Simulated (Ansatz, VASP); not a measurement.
# W in VASP and in Ansatz

```
W
1.0
    -1.50767    1.50767    1.50767
     1.50767   -1.50767    1.50767
     1.50767    1.50767   -1.50767
W
1
Direct
  0.00000 0.00000 0.00000
```

Change from the starting cell: volume scaled by 0.85, LAPW.

Alike in both runs: task single point; functional PBE; k mesh 19 × 19 × 19; occupations fermi-dirac, width 0.05 eV; no spin polarisation.

```csv
,VASP,Ansatz
version,VASP 6.6.1,Ansatz 0.2.0
potentials or method,"VASP PAW PBE potentials, release 64 (W_sv), cutoff 520 eV","all-electron LAPW, scalar-relativistic"
```

Ansatz gave:

| Item | Value |
| --- | --- |
| pressure (GPa) | 68.6 |

Task: Which values does VASP return?

Result: Pressure (GPa): 70.5.

Ansatz ran all-electron here, so the differences hold the error of VASP's frozen core and of both bases.

Caveats: the cell as given lies far from equilibrium; so large a pressure means that the cell lies far from this level's equilibrium, or that cutoff or potentials fall short (VASP). Spin-orbit coupling is left out, which matters for the levels of W.
